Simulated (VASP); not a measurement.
# FeO (Wuestite) (Fm-3m) in VASP: notebook, part 2 of 2

VASP 6.6.1. The steps go on from the part before.

## (3) Single point, LDA, collinear spin, ferromagnetic start

INCAR

```
PREC     = Accurate       # precision mode
ENCUT    = 450            # plane-wave cutoff, eV
EDIFF    = 1E-7           # SCF threshold, eV
ISMEAR   = 0              # smearing method
SIGMA    = 0.01           # smearing width, eV
LREAL    = False          # projectors in reciprocal space
LASPH    = True           # aspherical terms in the spheres
NELM     = 100            # most SCF steps
ALGO     = Normal         # electronic algorithm
ISIF     = 2              # what is computed and relaxed
LWAVE    = False          # write WAVECAR
LCHARG   = False          # write CHGCAR
ISPIN    = 2              # spin polarisation
MAGMOM   = 3 0            # initial moments
LORBIT   = 11             # projections on sites
LMAXMIX  = 4              # l up to which the mixer works
NBANDS   = 18             # bands
ADDGRID  = False
```

KPOINTS

```
Automatic mesh
0
Gamma
  6 6 6
```

POSCAR

```
FeO
1.0
    0.0000000000      2.1554000000      2.1554000000
    2.1554000000      0.0000000000      2.1554000000
    2.1554000000      2.1554000000      0.0000000000
Fe O
1 1
Direct
    0.0000000000      0.0000000000      0.0000000000
    0.5000000000      0.5000000000      0.5000000000
```

Potentials or basis: VASP PAW LDA potentials, release 64 (Fe, O).

On the command line:

```sh
cat potpaw_LDA.64/Fe/POTCAR potpaw_LDA.64/O/POTCAR > POTCAR
mpirun -np 1 vasp_std > vasp.out
```

OUTCAR:

```text
PREC = Accurate
   ENCUT = 450
   EDIFF = 1E-7
   ISMEAR = 0
   LREAL = False
   LASPH = True
   NELM = 100
   ISIF = 2
   ISPIN = 2
   LORBIT = 11

 Found     16 irreducible k-points:

 Following reciprocal coordinates:
            Coordinates               Weight
  0.000000  0.000000  0.000000      1.000000
  0.166667  0.000000  0.000000      8.000000
  0.333333  0.000000  0.000000      8.000000
  0.500000  0.000000  0.000000      4.000000
  0.166667  0.166667  0.000000      6.000000
  0.333333  0.166667  0.000000     24.000000
   k-points           NKPTS =     16   k-points in BZ     NKDIM =     16   number of bands    NBANDS=     18
   number of dos      NEDOS =    301   number of ions     NIONS =      2
   total plane-waves  NPLWV =  13824
   dimension x,y,z NGX =    24 NGY =   24 NGZ =   24
   dimension x,y,z NGXF=    48 NGYF=   48 NGZF=   48
   ions per type =               1   1
   NGX,Y,Z   is equivalent  to a cutoff of  13.09, 13.09, 13.09 a.u.
   NGXF,Y,Z  is equivalent  to a cutoff of  26.18, 26.18, 26.18 a.u.
 SYSTEM =  unknown system
   PREC   = accura    normal or accurate (medium, high low for compatibility)
   ISTART =      0    job   : 0-new  1-cont  2-samecut
   ICHARG =      2    charge: 1-file 2-atom 10-const
   ISPIN  =      2    spin polarized calculation?
   LNONCOLLINEAR =      F non collinear calculations
   LSORBIT =      F    spin-orbit coupling
   LASPH  =      T    aspherical Exc in radial PAW
   ENCUT  =  450.0 eV  33.07 Ry    5.75 a.u.   5.27  5.27  5.27*2*pi/ulx,y,z
   NELM   =    100;   NELMIN=  2; NELMDL= -5     # of ELM steps
   EDIFF  = 0.1E-06   stopping-criterion for ELM
   LREAL  =      F    real-space projection
   EDIFFG = 0.1E-05   stopping-criterion for IOM
   NSW    =      0    number of steps for IOM
   IBRION =     -1    ionic relax: 0-MD 1-quasi-New 2-CG
   NFREE  =      0    steps in history (QN), initial steepest desc. (CG)
   ISIF   =      2    stress and relaxation
   ISYM   =      2    0-nonsym 1-usesym 2-fastsym
   POTIM  = 0.5000    time-step for ionic-motion
   TEBEG  =    0.0;   TEEND  =   0.0 temperature during run
   PSTRESS=    0.0 pullay stress
   NELECT =      14.0000    total number of electrons
   NUPDOWN=      -1.0000    fix difference up-down
   EMIN   =  10.00;   EMAX   =-10.00  energy-range for DOS
   EFERMI =   0.00;   METHOD = LEGACY
   ISMEAR =     0;   SIGMA  =   0.01  broadening in eV -4-tet -1-fermi 0-gaus
   EFERMI_NEDOS =   21; number of points for ismear=-14 and -15
   IALGO  =     38    algorithm
   IMIX   =      4    mixing-type and parameters
     AMIX     =   0.40;   BMIX     =  1.00
     AMIX_MAG =   1.60;   BMIX_MAG =  1.00
  volume/ion in A,a.u.               =      10.01        67.57
  Fermi-wavevector in a.u.,A,eV,Ry     =   1.452935  2.745650 28.722187  2.111021
  Thomas-Fermi vector in A             =   2.570260
   LORBIT       =     11    0 simple, 1 ext, 2 COOP (PROOUT), +10 PAW based schemes
   GGA     = CA    functional components
   LHFCALC =     F    Hartree Fock is set to
   AEXX    =    0.0000 exact exchange contribution
   IVDW    =     0    specifies the selected vdW correction
   LEPSILON=     F    determine dielectric tensor
   LRPA    =     F    only Hartree local field effects (RPA)
 spin polarized calculation
 Gauss-broadening in eV      SIGMA  =   0.01
  energy-cutoff  :      450.00
  volume of cell :       20.03
 maximum number of plane-waves:       444
 NGX is ok and might be reduce to    24
   NGX = 11   NGY = 11   NGZ = 11

 number of electron      13.9999998 magnetization       4.0000462

 Free energy of the ion-electron system (eV)
  ---------------------------------------------------
  ext. energy  EPLUGINS =         0.00000000
  ---------------------------------------------------
  free energy    TOTEN  =       -16.39365366 eV

  energy without entropy =      -16.39349057  energy(sigma->0) =      -16.39357211

 E-fermi :   5.8188     XC(G=0): -12.6220

 val. band max:        5.8017880498   @ k =  -0.3333   0.3333   0.1667
 cond. band min:       5.8214852002   @ k =   0.1667   0.1667   0.0000
 fundamental gap:      0.0196971503
 Fermi energy:         5.8187558573

 spin component 1

 k-point     1 :       0.0000    0.0000    0.0000
  band No.  band energies     occupation
      1     -14.5358      1.00000
      2       2.0986      1.00000
      3       2.0986      1.00000
      4       2.0986      1.00000
      5       2.1896      1.00000
      6       2.1896      1.00000
[... 10 lines left out ...]
     17      26.4066      0.00000
     18      29.5204      0.00000

 k-point     2 :       0.1667    0.0000    0.0000
  band No.  band energies     occupation
      1     -14.2637      1.00000
      2       0.1803      1.00000
      3       0.7475      1.00000
      4       0.7475      1.00000
      5       2.4120      1.00000
      6       2.4120      1.00000
[... 10 lines left out ...]
     17      29.2827      0.00000
     18      32.5980      0.00000

 k-point     3 :       0.3333    0.0000    0.0000
  band No.  band energies     occupation
      1     -13.6518      1.00000
      2      -1.9643      1.00000
      3      -0.2889      1.00000
      4      -0.2889      1.00000
      5       2.8184      1.00000
      6       2.8184      1.00000
[... 34 lines left out ...]
 k-point     5 :       0.1667    0.1667    0.0000
  band No.  band energies     occupation
      1     -14.1918      1.00000
      2      -0.4527      1.00000
      3       1.2104      1.00000
      4       1.2104      1.00000
      5       1.9435      1.00000
      6       2.5615      1.00000
[... 10 lines left out ...]
     17      29.8995      0.00000
     18      30.0491      0.00000

 k-point     6 :       0.3333    0.1667    0.0000
  band No.  band energies     occupation
      1     -13.7377      1.00000
      2      -1.5454      1.00000
      3       0.0262      1.00000
      4       0.3481      1.00000
      5       2.2178      1.00000
      6       2.9071      1.00000
[... 10 lines left out ...]
     17      32.8098      0.00000
     18      33.7604      0.00000

 [... further k-points ...]

 spin component 2

 k-point     1 :       0.0000    0.0000    0.0000
  band No.  band energies     occupation
      1     -13.9634      1.00000
      2       2.7068      1.00000
      3       2.7068      1.00000
      4       2.7068      1.00000
      5       5.0717      1.00000
      6       5.0717      1.00000
[... 10 lines left out ...]
     17      27.6947      0.00000
     18      30.6654      0.00000

 k-point     2 :       0.1667    0.0000    0.0000
  band No.  band energies     occupation
      1     -13.6889      1.00000
      2       1.0158      1.00000
      3       1.9904      1.00000
      4       1.9904      1.00000
      5       5.3613      1.00000
      6       5.3663      1.00000
[... 10 lines left out ...]
     17      30.3072      0.00000
     18      33.7932      0.00000

 k-point     3 :       0.3333    0.0000    0.0000
  band No.  band energies     occupation
      1     -13.0716      1.00000
      2      -1.1739      1.00000
      3       1.0669      1.00000
      4       1.0669      1.00000
      5       5.9134      0.00000
      6       5.9134      0.00000
[... 34 lines left out ...]
 k-point     5 :       0.1667    0.1667    0.0000
  band No.  band energies     occupation
      1     -13.6150      1.00000
      2       0.5879      1.00000
      3       2.1521      1.00000
      4       2.1521      1.00000
      5       4.7050      1.00000
      6       5.8215      0.34975
[... 10 lines left out ...]
     17      31.1331      0.00000
     18      31.1331      0.00000

 k-point     6 :       0.3333    0.1667    0.0000
  band No.  band energies     occupation
      1     -13.1531      1.00000
      2      -0.6724      1.00000
      3       1.1697      1.00000
      4       1.4861      1.00000
      5       4.9141      1.00000
      6       6.1194      0.00000
[... 10 lines left out ...]
     17      33.5371      0.00000
     18      34.6548      0.00000

 [... further k-points ...]

------------------------ aborting loop because EDIFF is reached ----------------------------------------

  FORCE on cell =-STRESS in cart. coord.  units (eV):
  Direction    XX          YY          ZZ          XY          YZ          ZX
  --------------------------------------------------------------------------------------
  -------------------------------------------------------------------------------------
  Total       -2.0451306     -2.0451306     -2.0451306     -0.0000000     -0.0000000      0.0000000
  in kB     -163.6130726   -163.6130726   -163.6130726     -0.0000000     -0.0000000      0.0000000
  external PRESSURE =    -163.6130726 kB  Pullay stress =       0.0000000 kB

 VOLUME and BASIS-vectors are now :
 -----------------------------------------------------------------------------
  energy-cutoff  :      450.00
  volume of cell :       20.03
      direct lattice vectors                 reciprocal lattice vectors
     0.000000000  2.155400000  2.155400000    -0.231975503  0.231975503  0.231975503
     2.155400000  0.000000000  2.155400000     0.231975503 -0.231975503  0.231975503
     2.155400000  2.155400000  0.000000000     0.231975503  0.231975503 -0.231975503

 POSITION                                       TOTAL-FORCE (eV/Angst)
 -----------------------------------------------------------------------------------
      0.00000      0.00000      0.00000        -0.000000     -0.000000     -0.000000
      2.15540      2.15540      2.15540         0.000000      0.000000      0.000000
 -----------------------------------------------------------------------------------
    total drift:                                0.000000     -0.000000      0.000000

  FREE ENERGIE OF THE ION-ELECTRON SYSTEM (eV)
  ---------------------------------------------------
  free  energy   TOTEN  =       -16.3936536563 eV

  energy  without entropy=      -16.3934905665  energy(sigma->0) =      -16.39357211

 total charge

# of ion       s       p       d       tot
------------------------------------------
    1        0.293   0.364   6.106   6.763
    2        1.553   3.413   0.000   4.966
--------------------------------------------------
tot          1.846   3.778   6.106  11.729

 magnetization (x)

# of ion       s       p       d       tot
------------------------------------------
    1        0.025   0.021   3.532   3.578
    2        0.030   0.286   0.000   0.316
--------------------------------------------------
tot          0.055   0.307   3.532   3.894
```

Wall time 12 s (1 thread of Intel Xeon Platinum 8375C at 2.90GHz (Ice Lake), shared host); peak memory 0.13 GiB.

The run converged, but some of its settings lie outside the range that counts as converged, so its numbers aren't taken as properties of the crystal.

What came out:

* Free energy: -16.3937 eV
* Band gap on the k mesh: none (metal or under the smearing width)
* Net moment: 4.00 μB per cell
* Site moments: Fe +3.58; O +0.32 μB
* Valence electrons inside the program's atomic spheres: Fe 6.76; O 4.97

Caveat: the k mesh is coarse (spacing up to 0.42 Å⁻¹), so the values aren't converged; the cutoff is under 1.25 times the usual one of these potentials, so pressure, stress and relaxed cells hold a basis-set (Pulay) error; a cell with one magnetic atom can't hold antiferromagnetic order, which such compounds often take; semilocal functionals often make such compounds metallic where correlation or magnetic order opens a gap, which also shifts bond lengths.

## (4) Single point, LDA, collinear spin, ferromagnetic start

Edit INCAR of step 3 so:

```diff
@@ -1,2 +1,2 @@
-PREC     = Accurate       # precision mode
+PREC     = Low            # precision mode
 ENCUT    = 450            # plane-wave cutoff, eV
@@ -4,3 +4,3 @@
 ISMEAR   = 0              # smearing method
-SIGMA    = 0.01           # smearing width, eV
+SIGMA    = 0.05           # smearing width, eV
 LREAL    = False          # projectors in reciprocal space
```

KPOINTS is that of step 3.

POSCAR is that of step 3.

On the command line:

```sh
cat potpaw_LDA.64/Fe/POTCAR potpaw_LDA.64/O/POTCAR > POTCAR
mpirun -np 1 vasp_std > vasp.out
```

It took 7.8 s on 1 thread of Intel Xeon Platinum 8375C at 2.90GHz (Ice Lake), shared host; peak memory 0.11 GiB.

The run converged, but some of its settings lie outside the range that counts as converged, so its numbers aren't taken as properties of the crystal.

Results:

* Free energy: -16.3985 eV
* Band gap on the k mesh: none (metal or under the smearing width)
* Net moment: 4.00 μB per cell
* Site moments: Fe +3.58; O +0.32 μB
* Valence electrons inside the program's atomic spheres: Fe 6.76; O 4.97

Caveat: the k mesh is coarse (spacing up to 0.42 Å⁻¹), so the values aren't converged; the cutoff is under 1.25 times the usual one of these potentials, so pressure, stress and relaxed cells hold a basis-set (Pulay) error; a cell with one magnetic atom can't hold antiferromagnetic order, which such compounds often take; semilocal functionals often make such compounds metallic where correlation or magnetic order opens a gap, which also shifts bond lengths.

## (5) Single point, LDA, collinear spin, ferromagnetic start

Edit INCAR of step 4 so:

```diff
@@ -1,2 +1,2 @@
-PREC     = Low            # precision mode
+PREC     = Normal         # precision mode
 ENCUT    = 450            # plane-wave cutoff, eV
```

KPOINTS is that of step 4.

POSCAR is that of step 4.

On the command line:

```sh
cat potpaw_LDA.64/Fe/POTCAR potpaw_LDA.64/O/POTCAR > POTCAR
mpirun -np 1 vasp_std > vasp.out
```

Wall time 7.3 s (1 thread of Intel Xeon Platinum 8375C at 2.90GHz (Ice Lake), shared host); peak memory 0.11 GiB.

These settings aren't checked as converged: the numbers below hold their error.

What came out:

* Free energy: -16.3959 eV
* Band gap on the k mesh: none (metal or under the smearing width)
* Net moment: 4.00 μB per cell
* Site moments: Fe +3.58; O +0.32 μB
* Valence electrons inside the program's atomic spheres: Fe 6.76; O 4.97

Caveat: the k mesh is coarse (spacing up to 0.42 Å⁻¹), so the values aren't converged; the cutoff is under 1.25 times the usual one of these potentials, so pressure, stress and relaxed cells hold a basis-set (Pulay) error; a cell with one magnetic atom can't hold antiferromagnetic order, which such compounds often take; semilocal functionals often make such compounds metallic where correlation or magnetic order opens a gap, which also shifts bond lengths.

## (6) Single point, LDA, collinear spin, ferromagnetic start

Edit INCAR of step 5 so:

```diff
@@ -1,2 +1,2 @@
-PREC     = Normal         # precision mode
+PREC     = Accurate       # precision mode
 ENCUT    = 450            # plane-wave cutoff, eV
@@ -5,3 +5,3 @@
 SIGMA    = 0.05           # smearing width, eV
-LREAL    = False          # projectors in reciprocal space
+LREAL    = Auto         
 LASPH    = True           # aspherical terms in the spheres
```

KPOINTS is that of step 5.

POSCAR is that of step 5.

Potentials or basis: VASP PAW LDA potentials, release 64 (Fe, O).

On the command line:

```sh
cat potpaw_LDA.64/Fe/POTCAR potpaw_LDA.64/O/POTCAR > POTCAR
mpirun -np 1 vasp_std > vasp.out
```

Run time: 35 s. Hardware: 1 thread of Intel Xeon Platinum 8375C at 2.90GHz (Ice Lake), shared host; peak memory 0.13 GiB.

These settings aren't checked as converged: the numbers below hold their error.

What came out:

```yaml
Free_energy: -16.3948 eV
Band_gap_on_the_k_mesh: none (metal or under the smearing width)
Net_moment: 4.00 μB per cell
Site_moments: Fe +3.58; O +0.32 μB
Valence_electrons_inside_the_program's_atomic_spheres: Fe 6.76; O 4.97
```

Caveat: the k mesh is coarse (spacing up to 0.42 Å⁻¹), so the values aren't converged; the cutoff is under 1.25 times the usual one of these potentials, so pressure, stress and relaxed cells hold a basis-set (Pulay) error; a cell with one magnetic atom can't hold antiferromagnetic order, which such compounds often take; semilocal functionals often make such compounds metallic where correlation or magnetic order opens a gap, which also shifts bond lengths.

## (7) The reference run

An earlier run on the cell as given: functional PBE; potentials or basis VASP PAW PBE potentials, release 64 (Fe, O); cutoff 520 eV; k mesh 11 × 11 × 11; occupations fermi-dirac, width 0.05 eV; collinear spin, ferromagnetic start; starting moments [3.0, 0.0] μB.

* Pressure: -0.1 GPa
* Band gap on the k mesh: none (metal or under the smearing width)
* Net moment: 4.00 μB per cell
* Site moments: Fe +3.62; O +0.30 μB
* Valence electrons inside the program's atomic spheres: Fe 6.73; O 4.99
